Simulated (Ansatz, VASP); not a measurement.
# Zr in VASP and in Ansatz

INCAR

```
ALGO     = Normal         # electronic algorithm
EDIFF    = 1E-8           # SCF threshold, eV
ENCUT    = 520            # plane-wave cutoff, eV
GGA      = PE             # functional
ISIF     = 2              # what is computed and relaxed
ISMEAR   = -1             # smearing method
LASPH    = T              # aspherical terms in the spheres
LCHARG   = F              # write CHGCAR
LEFG     = T            
LREAL    = F              # projectors in reciprocal space
LWAVE    = F              # write WAVECAR
NBANDS   = 12             # bands
NELM     = 80             # most SCF steps
PREC     = Accurate       # precision mode
SIGMA    = 0.08           # smearing width, eV
```

Contents of KPOINTS:

```
k-points
0
Gamma
  14 14 14
```

File POSCAR:

```
Zr
1.0
   -1.7793161062      1.7793161062      1.7793161062
    1.7793161062     -1.7793161062      1.7793161062
    1.7793161062      1.7793161062     -1.7793161062
Zr
1
Direct
    0.0000000000      0.0000000000      0.0000000000
```

Input for Ansatz:

```yaml
crystal:
  lattice:
    - [-1.7793161062, 1.7793161062, 1.7793161062]
    - [1.7793161062, -1.7793161062, 1.7793161062]
    - [1.7793161062, 1.7793161062, -1.7793161062]
  atoms:
    - { symbol: Zr, position: [0.0, 0.0, 0.0] }
kpoints:
  mp_grid: { grid: [14, 14, 14] }
scf:
  occupations: { method: fermi_dirac, width: 0.08 }
hamiltonian:
  xc: pbe
  pseudopotentials: { kind: all_electron, datasets: crystal }
output:
  forces: true
  stress: true
  eigenvalues: true
  efg: { contact_densities: true }
```

Change from the starting cell: volume scaled by 0.95, crystal datasets.

Alike in both runs: task electric field gradients; functional PBE; k mesh 14 × 14 × 14; occupations fermi-dirac, width 0.08 eV; no spin polarisation.

|  | VASP | Ansatz |
| --- | --- | --- |
| version | VASP 6.6.1 | Ansatz 0.2.0 |
| potentials or method | VASP PAW PBE potentials, release 64 (Zr_sv) | all-electron PAW with datasets made for the crystal, scalar-relativistic |
| plane-wave cutoff (eV) | 520 | see its input |

```tsv
	VASP	Ansatz	Ansatz less VASP
pressure (GPa)	1.3	1.3	-0.01
Vzz of the field gradient on the site that differs most (V/Å²)	0.0	0.0	0.00
```

Ansatz ran all-electron here, so the differences hold the error of VASP's frozen core and of both bases. Ansatz warned: «gradients_without_spin_orbit».
